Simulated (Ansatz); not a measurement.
# SnS: the cost of one run

Computed with Ansatz 0.2.0 (DFT HSE06, scalar-relativistic, plane waves, PAW, unless a step's input says otherwise).

### Step 1. The system as given

Symmetry: Pnma, No. 62, orthorhombic system. Conventional cell: a = 11.200 Å, b = 3.987 Å, c = 4.334 Å, α = 90.00°, β = 90.00°, γ = 90.00°. Sn (site symmetry m) is surrounded by 3 S at 2.63 to 2.67 Å. Around S (site symmetry m) lie 3 Sn at 2.63 to 2.67 Å.

Structure file:

```
Sn S
1.0
    11.20000    0.00000    0.00000
     0.00000    3.98700    0.00000
     0.00000    0.00000    4.33400
Sn S
4 4
Direct
  0.11940 0.25000 0.11980
  0.38060 0.75000 0.61980
  0.61940 0.25000 0.38020
  0.88060 0.75000 0.88020
  0.85080 0.25000 0.47930
  0.64920 0.75000 0.97930
  0.35080 0.25000 0.02070
  0.14920 0.75000 0.52070
```

The structure rests on an entry of the Crystallography Open Database; cell or positions may have been set otherwise for this series.

### Step 2. Single point: SnS, no spin

input.yaml reads:

```yaml
crystal:
  lattice:
    - [11.2, 0.0, 0.0]
    - [0.0, 3.987, 0.0]
    - [0.0, 0.0, 4.334]
  atoms:
    - { symbol: Sn, position: [0.1194, 0.25, 0.1198] }
    - { symbol: Sn, position: [0.3806, 0.75, 0.6198] }
    - { symbol: Sn, position: [0.6194, 0.25, 0.3802] }
    - { symbol: Sn, position: [0.8806, 0.75, 0.8802] }
    - { symbol: S, position: [0.8508, 0.25, 0.4793] }
    - { symbol: S, position: [0.6492, 0.75, 0.9793] }
    - { symbol: S, position: [0.3508, 0.25, 0.0207] }
    - { symbol: S, position: [0.1492, 0.75, 0.5207] }
scf:
  occupations: { method: fixed }
output:
  forces: false
  stress: false
  eigenvalues: true
  write_density: true
  write_potential: true
  elf: true
  volumetric_format: npy
kpoints:
  mp_grid: { grid: [2, 8, 8] }
  band_path:
    path:
      - [[0.0, 0.0, 0.0], [0.5, 0.0, 0.0], [0.5, 0.5, 0.0], [0.0, 0.5, 0.0], [0.0, 0.0, 0.0], [0.0, 0.0, 0.5], [0.5, 0.0, 0.5], [0.5, 0.5, 0.5], [0.0, 0.5, 0.5], [0.0, 0.0, 0.5]]
      - [[0.5, 0.0, 0.0], [0.5, 0.0, 0.5]]
      - [[0.0, 0.5, 0.0], [0.0, 0.5, 0.5]]
      - [[0.5, 0.5, 0.0], [0.5, 0.5, 0.5]]
    npoints: 12
hamiltonian:
  xc: hse06
```

Command:

```
$ ansatz run input.yaml --threads 16 --pin off --max-ram 30720MiB --backend cpu --events-out ev --progress --plain --runs-dir out
```

Q: Estimate wall time and peak memory on 16 threads of Intel Xeon 6975P-C (Granite Rapids), shared host.

About 12 min, with a peak of 12 GiB.
